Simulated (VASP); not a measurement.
BP: single point with PBE

Crystal: BP.

```
B P
1.0
     0.00000    2.35519    2.26832
     2.35519    0.00000    2.26832
     2.35519    2.35519    0.00000
B P
1 1
Direct
  0.00000 0.00000 0.00000
  0.25000 0.25000 0.25000
```

The cell was built by a generator and needn't be a form met in nature.

The cell isn't the ideal one: biaxial_xy strain +3.8%.

```json
{
 "Program": "VASP 6.6.1",
 "Task": "single point",
 "Functional": "PBE",
 "Potentials or basis": "VASP PAW PBE potentials, release 64 (B, P)",
 "Cutoff": "520 eV",
 "k mesh": "10 × 10 × 10",
 "Occupations": "fermi-dirac, width 0.02 eV",
 "Spin": "no spin polarisation",
 "Dipole correction": "no",
 "Further INCAR settings": "ALGO = Normal; EDIFF = 1e-06; NBANDS = 11"
}
```

```yaml
Pressure: -9.8 GPa
Band_gap_on_the_k_mesh: 0.80 eV, indirect (least direct gap 2.94 eV)
```

Stress tensor (GPa, compression positive):
```
-12.77   0.00   0.00
  0.00 -12.77   0.00
  0.00   0.00  -3.79
```

Levels at points of the mesh, in eV from the valence-band top:
```tsv
k point	band 1	band 2	band 3	band 4	band 5	band 6	band 7	band 8
(0.00, 0.00, 0.00)	-15.04	-0.34	-0.34	0.00	2.94	3.16	3.16	6.03
(0.50, 0.00, 0.00)	-11.99	-8.74	-2.11	-1.67	3.02	4.28	4.71	9.65
(0.50, 0.50, 0.00)	-10.35	-8.22	-4.31	-4.31	0.98	1.18	11.21	11.21
(0.50, 0.00, 0.50)	-10.68	-8.53	-3.98	-3.91	1.39	1.67	10.84	11.47
```

Run time: 15 s on 1 thread of Intel(R) Xeon(R) 6975P-C (Granite Rapids), on a shared host, peak memory 0.15 GiB.

A k mesh can miss the band edges.
